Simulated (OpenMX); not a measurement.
Runs of OpenMX 3.8.5 on HfC. Symmetry: Pmm2, No. 25, orthorhombic system. The conventional cell has a = 2.439 Å, b = 4.695 Å, c = 2.562 Å, α = 90.00°, β = 90.00°, γ = 90.00°. Around Hf (site symmetry mm2) lie 2 C at 2.43 Å and 4 Hf at 2.44 to 2.56 Å. C (site symmetry mm2) is surrounded by 2 Hf at 2.43 Å and 4 C at 2.44 to 2.56 Å. The cell was built by a generator and needn't be a form met in nature.

| cell | mesh quality | gap on the mesh (eV) | pressure (GPa) | largest force (eV/Å) |
| --- | --- | --- | --- | --- |
| Pmm2, 14.67 Å³/atom | not flagged | none | 10.4 | 0.08 |
| Pmm2, 12.91 Å³/atom | coarse | none | (b) | 0.45 |
| Pmm2, 15.85 Å³/atom | not flagged | none | (a) | 0.08 |
| Pmm2, 15.26 Å³/atom | not flagged | none | 5.1 | - |
| Pmm2, 14.09 Å³/atom | not flagged | none | 16.9 | 0.18 |

Alike in all rows: task single point; level PBE; potentials or basis OpenMX 2013 PBE set, Hf7.0-s3p2d2f1, C6.0-s2p2d1, grid cutoff 400 Ry; no spin polarisation; k mesh 9 × 5 × 7; smearing fermi-dirac 0.05 eV.

**Question.** Fill in the values left out.

**Answer.** (a) 0.8; (b) 33.9.

Caveats: some runs use coarse meshes; the basis of atomic orbitals isn't converged, which shifts pressures, moduli and gaps.

A k mesh can miss the band edges, and the runs leave out spin-orbit coupling on Hf.

A gap of «none» marks a metal or a gap under the smearing width.
